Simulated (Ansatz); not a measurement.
# C: the cost of one run

Computed with Ansatz 0.2.0 (DFT PBE+D3(BJ), scalar-relativistic, plane waves, PAW, unless a step's input says otherwise).

6 further runs of the same task are left out: 1 that didn't finish, 5 set aside as unsound or not needed.

### 1 The system as given

Symmetry: R-3m, No. 166, trigonal system. The conventional cell has a = 2.465 Å, b = 2.465 Å, c = 10.075 Å, α = 90.00°, β = 90.00°, γ = 120.00°. Around C (site symmetry 3m) lie 3 C at 1.42 Å.

Coordinates:

```
CELL_PARAMETERS angstrom
1.23248 0.71157 3.35822
-1.23248 0.71157 3.35822
0.00000 -1.42314 3.35822
ATOMIC_POSITIONS crystal
C 0.16661 0.16661 0.16661
C 0.83339 0.83339 0.83339
```

This cell was relaxed beforehand with the same method: volume 8.84 Å³/atom, gap on the mesh 0.65 eV.

### 3 Setting up the map

Atoms count from 1 in the order of the input.

The upper layer of a bilayer is slid over the lower one; relaxed at each slide: nothing; the origin of the map has C3 above C1; the distance between the facing planes is held at 3.21 Å.

First coordinate, slide of the upper layer along the first cell vector, from C3 above C1: 6 values from 0.000 to 0.833, periodic. Second coordinate, slide of the upper layer along the second cell vector, from C3 above C1: 6 values from 0.000 to 0.833, periodic.

Nothing else is relaxed. Points are written as (first, second).

The two vectors of the plane (Å): (2.466, 0.000, 0.000); (-1.233, 2.135, 0.000).

(The set-up runs are not shown.)

### 4 The run at (0/6, 0/6) of the map's two axes

Contents of input.yaml:

```yaml
crystal:
  lattice:
    - [2.4656524413, 0.0, 0.0]
    - [-1.2328262206, 2.1353176511, 0.0]
    - [0.0, 0.0, 17.5000663888]
  atoms:
    - { symbol: C, position: [0.6666666667, 0.3333333333, 0.2571437785] }
    - { symbol: C, position: [0.3333333333, 0.6666666667, 0.2571418816] }
    - { symbol: C, position: [0.6666666667, 0.3333333333, 0.4405735508] }
    - { symbol: C, position: [0.3333333333, 0.6666666667, 0.440571654] }
basis:
  ecutwfc: 420
kpoints:
  mp_grid: { grid: [15, 15, 1] }
hamiltonian:
  xc: pbe
  pseudopotentials: { kind: paw, azcp: { folder: soft_1 } }
  dispersion: d3bj
scf:
  occupations: { method: gaussian, width: 0.1 }
output:
  forces: true
  eigenvalues: true
efield:
  axis: 3
  dipole_correction: true
  ramp_width: 0.04
```

The run is started by

```
$ ansatz run input.yaml --threads 1 --pin off --max-ram 3072MiB --backend cpu --events-out ev --progress --plain --runs-dir out
```

What time and memory should one allow on 1 thread of Intel Xeon 6975P-C (Granite Rapids), shared host?

About 2.6 s, with a peak of 0.38 GiB.
